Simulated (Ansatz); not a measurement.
# CdTe (F-43m) in Ansatz: further runs, part 2 of 2

Ansatz 0.2.0. The steps go on from the part before.

## 4. Relaxation of cell and atoms, PBEsol, target pressure 10 GPa, at which the enthalpy is minimised

File input.yaml:

```yaml
crystal:
  lattice:
    - [0.0, 3.205, 3.205]
    - [3.205, 0.0, 3.205]
    - [3.205, 3.205, 0.0]
  atoms:
    - { symbol: Te, position: [0.75, 0.75, 0.75] }
    - { symbol: Cd, position: [0.0, 0.0, 0.0] }
kpoints:
  mp_grid: { grid: [7, 7, 7] }
scf:
  occupations: { method: fermi_dirac, width: 0.05 }
hamiltonian:
  xc: pbesol
  pseudopotentials: { kind: all_electron, lapw: { basis_error: 0.001 } }
output:
  forces: true
  stress: true
relax:
  f_tol: 0.02
  max_steps: 60
  cell: { p_target: 10 }
```

Potentials or basis: all-electron LAPW, scalar-relativistic.

Command:

```sh
$ ansatz run input.yaml --threads 1 --pin off --max-ram 3072MiB --backend cpu --events-out ev --progress --plain --runs-dir out
```

Output:

```text
Warning: RAYON_NUM_THREADS=1 ignored (pool sized by the plan → 1); use --threads N
The last accepted step is kept in <dir> (removed where the run ends without a failure and the disk answers)
LAPW: plane waves up to 8.574 Å⁻¹, error target 1.0e-3 eV per atom; small_component_spin mean_spin; Cd in spheres of 1.353 Å, 20 of its electrons in bands, Dirac shells []; Te in spheres of 1.339 Å, 24 of its electrons in bands, Dirac shells [] (how accurate: hamiltonian.pseudopotentials.lapw.basis_error, Limitations)
Engine: ansatz 0.2.0, aarch64-unknown-linux-gnu
Pseudopotentials: kind: all_electron
Pseudopotential: Te, LAPW, valence charge 24, lapw/all_electron/scalar/gaussian/Te, Koelling and Harmon's equation, gaussian nucleus
Pseudopotential: Cd, LAPW, valence charge 20, lapw/all_electron/scalar/gaussian/Cd, Koelling and Harmon's equation, gaussian nucleus
Functional definition: PBEsol
  exchange = pbesol_x
  correlation = pbesol_c
Crystal: 2 atoms, lattice volume = 65.844 Å³
Basis set: ecut = 280.07504391860783 eV, 725 PW (Γ), exchange–correlation at level 2
Bands: 27, of which v1, the nominal top of the filled ones, is band 22 counted from 1 (21 counted from 0)
Symmetry: 24 space group operations
Space group: F-43m (ITA 216), of the structure as read, at distance tolerance 4.0e-5 Å
k-points: 20 of 343 (time reversal used)
Non-local potential: Te, projectors of the file, none
Non-local potential: Cd, projectors of the file, none
Initial density: superposition of atomic densities (chi_scale 0.1, normalization cell, long waves kept (reshape's long-wave potential 0.00 eV rms))
Initial wavefunctions: plane waves of lowest kinetic energy (no species holds an atomic orbital)
Functional: x = pbesol(κ = 0.804, μ = 0.12345679012345678), c = pbesol(β = 0.046)
iter 1 solved again at ethr=1.21e-3 eV; its pass at ethr=1.00e-1 eV (dr2=5.33e-1 eV) is discarded
SCF iter   1: F=—  HF=-336972.000862 eV  |F-HF|=—  |Δ(HF+E_count)|=         —  Δρ=2.04e-2  dr2=5.34e-1  ethr=1.21e-3  ⟨swp⟩=2.0  Hψ=3497  notcnv=0
preconditioner: auto → none  [insulator: Δε(μ)=1.047 eV  Ē_g=11.677 eV  σ=0.050 eV  W_gap=1.00  n_scr=14 (ndim 8)  ℏωp=19.4 eV  f_vac=0.203  D(μ)=0.00/eV (n_scr^D=0)  ε∞_Penn≈3.8]
iter 2 solved again at ethr=4.92e-5 eV; its pass at ethr=1.21e-3 eV (dr2=2.17e-2 eV) is discarded
SCF iter   2: F=—  HF=-336971.796226 eV  |F-HF|=—  |Δ(HF+E_count)|=   2.05e-1  Δρ=6.45e-3  dr2=2.17e-2  ethr=4.92e-5  ⟨swp⟩=2.0  Hψ=2726  notcnv=0
SCF iter   3: F=—  HF=-336971.768280 eV  |F-HF|=—  |Δ(HF+E_count)|=   2.79e-2  Δρ=3.83e-3  dr2=8.73e-3  ethr=4.92e-5  ⟨swp⟩=2.8  Hψ=1623  notcnv=0
[... 41 lines left out ...]
SCF 4 converged in 4 iterations: F = -336971.505181 eV  dr2 = 1.90e-9
relax step   4: F+E_penalty+E_count = -336971.50518068 eV  Δ(F+E_penalty+E_count) = +1.698e-2 eV  max|allowed force component| = 2.197e-17 eV/Å  Δτ_max = 0.0000 Å  P = +9.985 GPa  Ω = 58.045 Å³  (4 SCF iters, accepted)
iter 1 solved again at ethr=4.31e-12 eV; its pass at ethr=1.00e-1 eV (dr2=1.89e-9 eV) is discarded
SCF iter   1: F=—  HF=-336971.505181 eV  |F-HF|=—  |Δ(HF+E_count)|=         —  Δρ=1.79e-6  dr2=1.90e-9  ethr=4.31e-12  ⟨swp⟩=4.8  Hψ=2697  notcnv=0
SCF iter   2: F=-336971.505181 eV  HF=-336971.505181 eV  |F-HF|=1.34e-9  |Δ(HF+E_count)|=   2.29e-8  Δρ=9.55e-7  dr2=5.42e-10  ethr=4.31e-12  ⟨swp⟩=2.6  Hψ=1493  notcnv=0
SCF 5 converged in 2 iterations: F = -336971.505181 eV  dr2 = 5.42e-10
relax step   5: F+E_penalty+E_count = -336971.50518080 eV  Δ(F+E_penalty+E_count) = -1.243e-7 eV  max|allowed force component| = 1.966e-17 eV/Å  Δτ_max = 0.0000 Å  P = +9.985 GPa  Ω = 58.045 Å³  stress off target by 1.50e-2 GPa  SCF on the basis re-selected at this cell (its energy is not comparable with the rows above)  (2 SCF iters)
basis re-selected at this cell: Δ(F+E_penalty+E_count) = -1.243e-7 eV, ΔP = -0.000 GPa vs the last step (what re-selecting the basis moved, after the strain that the cell walked since its last selection, with what the two solves' SCF thresholds leave and, on support functions, any second-order correction that the steps lacked; it is no measure of the basis error at this ecutwfc). This SCF's stress stands 1.50e-2 GPa from its target on what of the cell is left free (relax.cell.stress_tol is 5.00e-2 GPa) and its largest allowed force component is 1.97e-17 eV/Å (relax.f_tol is 2.00e-2 eV/Å): within both
SCF converged after 2 iterations
Free energy (F): -336971.505181 eV
Harris-Foulkes:  -336971.505181 eV  (|F-HF|=1.34e-9)
Internal energy: -336971.505181 eV  (E = F + TS)
E sigma→0 (E₀):  -336971.505181 eV
Entropy (-TS):   -0.000000 eV (-0.000 meV/atom)
Fermi energy:    11.996483 eV
--- Per-component energies (eV) ---
  E_band       = -1546.189017
  E_kinetic    = 354558.042000
  E_xc         = -8852.331427
  E_electrostatic = -682677.215754  (all electrons and nuclei)
  E_smearing   = -0.000000  (= −TS)
  E_closure    = 0.000000  (closes the sum)
  E_atoms      = -336966.303613  (free atoms, spherical and without spin; not in F)
  Σ components = -336971.505181   (vs F -336971.505181, Δ=0.00e0)
  Basis errors (estimates in eV, not in F): energy 5.1e-4 per atom: plane waves 4.8e-4 (2.8e-4 summed), levels above the bands 4.8e-59, relativity 7.4e-9, radial functions 2.9e-5, core shells 3.2e-6; eigenvalues (radial functions only) 3.7e-7; not estimated: angular momenta, meshes, grids; target (lapw.basis_error) 1.0e-3; muffin-tin radii Cd 1.298 Å, Te 1.284 Å
--- Forces (eV/Å), atoms counted from 1 ---
  atom   1  Te    -0.00000000     0.00000000     0.00000000
  atom   2  Cd    -0.00000000    -0.00000000    -0.00000000
  max |Σ_I F_I| component: 1.16e-17 eV/Å
--- Stress (GPa, compression-positive) ---
        9.985009      -0.000000      -0.000000
       -0.000000       9.985009       0.000000
       -0.000000       0.000000       9.985009
  P = ⅓ Tr σ = 9.9850 GPa (99.850 kbar)
--- Relaxed structure (4 steps of the walk, 4 accepted, 1 SCFs on fresh bases) ---
  F+E_penalty+E_count = -336971.50518080 eV   max|allowed force component| = 1.966e-17 eV/Å   (the final SCF, on the basis selected at the relaxed cell)
  cell:  # Å, volume = 58.0451 Å³
    - [-3.4169815861593365e-33, 3.0731126493305956, 3.0731126493305956]
    - [3.0731126493305956, 2.13998806488197e-33, 3.0731126493305956]
    - [3.0731126493305956, 3.0731126493305956, 1.1686763208066626e-33]
  atoms:
    - { symbol: Te, position: [0.7500000000000001, 0.7500000000000001, 0.7499999999999997] }
    - { symbol: Cd, position: [5.4583037945452085e-34, -3.705637438498582e-34, -4.707161070525225e-34] }
```

It took 43 s on 1 thread of Arm Neoverse V2, shared host; peak memory 0.31 GiB.

What came out:

```
Free energy                                            : -336971.5052 eV
Relaxed volume                                         : 29.02 Å³/atom
Relaxed cell                                           : a = 4.346 Å, b = 4.346 Å, c = 4.346 Å, α = 60.00°, β = 60.00°, γ = 60.00°
Space group after relaxing (to 0.05 Å)                 : F-43m (No. 216)
Energy change on relaxing (the enthalpy is what falls) : +130.8 meV/atom
Ionic steps                                            : 5
Pressure after relaxing                                : 10.0 GPa
Band gap on the k mesh                                 : 1.14 eV
```

Step by step:
```tsv
step	energy change (eV)	largest force (eV/Å)	volume (Å³)
1	0.0000	0.0000	65.84
2	0.3558	0.0000	56.68
3	0.2445	0.0000	58.32
4	0.2615	0.0000	58.05
5	0.2615	0.0000	58.05
```

Final structure:
```xyz
2
Lattice="0.0000 3.0731 3.0731 3.0731 0.0000 3.0731 3.0731 3.0731 0.0000" Properties=species:S:1:pos:R:3 pbc="T T T"
Te    4.6097    4.6097    4.6097
Cd    0.0000    0.0000    0.0000
```

Caveat: spin-orbit coupling is left out, which moves the levels of the heavy elements; an odd mesh through Γ misses points on the zone boundary, where band edges often lie.

## 5. The runs side by side

```tsv
cell	gap on the mesh (eV)	pressure (GPa)
relaxed	0.65	0.0
relaxed to 5 GPa	0.93	5.0
relaxed to 10 GPa	1.14	10.0
```

Alike in all rows: task relaxation of cell and atoms; level PBEsol; potentials or basis all-electron LAPW, scalar-relativistic; no spin polarisation; k mesh 7 × 7 × 7; smearing fermi-dirac 0.05 eV; basis error allowed 0.001 eV/atom.

Caveats: spin-orbit coupling is left out, which moves the levels of the heavy elements; an odd mesh through Γ misses points on the zone boundary, where band edges often lie.

Compare energies only between runs with the same functional and basis.
